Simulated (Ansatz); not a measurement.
Runs of Ansatz 0.2.0 on Ge. Symmetry: Cmcm, No. 63, orthorhombic system. Conventional cell: a = 2.976 Å, b = 5.189 Å, c = 4.728 Å, α = 90.00°, β = 90.00°, γ = 90.00°. Around Ge (site symmetry m2m) lie 12 Ge at 2.92 to 2.99 Å. This isn't the form of Ge at room conditions, which is diamond.

```csv
task,level,k mesh,points for each segment of the path,mesh quality,gap on the mesh (eV),pressure (GPa),V0 of scaled cells (Å³/atom),B0 (GPa),largest force (eV/Å)
equation of state,PBE0,6 × 6 × 4,-,coarse,-,-,18.41,81,-
single point,PBE0,8 × 8 × 4,-,not flagged,none,(a),-,-,0.01
band structure,HSE06,8 × 8 × 4,4,not flagged,none,1.9,-,-,0.01
equation of state,HSE06,6 × 6 × 4,-,coarse,-,-,18.48,(b),-
```

Alike in all rows: potentials or basis Ansatz PAW; no spin polarisation; cell as given; cutoff (eV) 420; smearing fermi-dirac 0.05 eV.

Problem. Fill in the values left out.

Solution. (a) 1.6; (b) 79.

Caveats: some runs use coarse meshes; the cell was scaled at fixed shape and fractional positions, which overstates the stiffness of a crystal with free parameters, most of all of layers and chains (some runs); the PAW data sets were made with another functional, which shifts forces and pressure a little (some runs); the PAW data sets come from PBE, with cores solved anew for the run's functional, which leaves a small shift of forces and pressure (some runs); the thresholds are loose for stress (some runs).

A k mesh can miss the band edges, and the runs leave out spin-orbit coupling on Ge.

A gap of «none» marks a metal or a gap under the smearing width.
